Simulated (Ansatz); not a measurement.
# Nb in Ansatz: convergence with xc grid

Crystal: Nb.

```
Nb
1.0
     0.00000    2.11500    2.11500
     2.11500    0.00000    2.11500
     2.11500    2.11500    0.00000
Nb
1
Direct
  0.00000 0.00000 0.00000
```

This isn't the form of Nb at room conditions, which is bcc.

- Program: Ansatz 0.2.0
- Task: convergence study
- Functional: PBEsol
- Potentials or basis: all-electron LAPW, scalar-relativistic
- Cutoff: 200 eV (chosen from the basis error)
- Basis error allowed: 0.001 eV/atom
- k mesh: 11 × 11 × 11
- Occupations: fermi-dirac, width 0.05 eV
- Spin: no spin polarisation

These are the settings of the first run; the series varies xc grid, with any setting tied to it.

Hardware: 1 thread of Arm Neoverse V2 (shared host).

```csv
xc grid,"energy less the tightest run, at zero smearing (meV/atom)",SCF cycles,CPU time (s),peak memory (GiB)
1,0.00,6,3.2,0.24
2,0.00,6,3.2,0.24
3,0.00,6,3.2,0.24
4,0.00,6,3.2,0.24
```

Against the tightest run, the energy stays within 1 meV/atom from 1 on. The tightest run that finished is the yardstick and may itself not be fully converged.
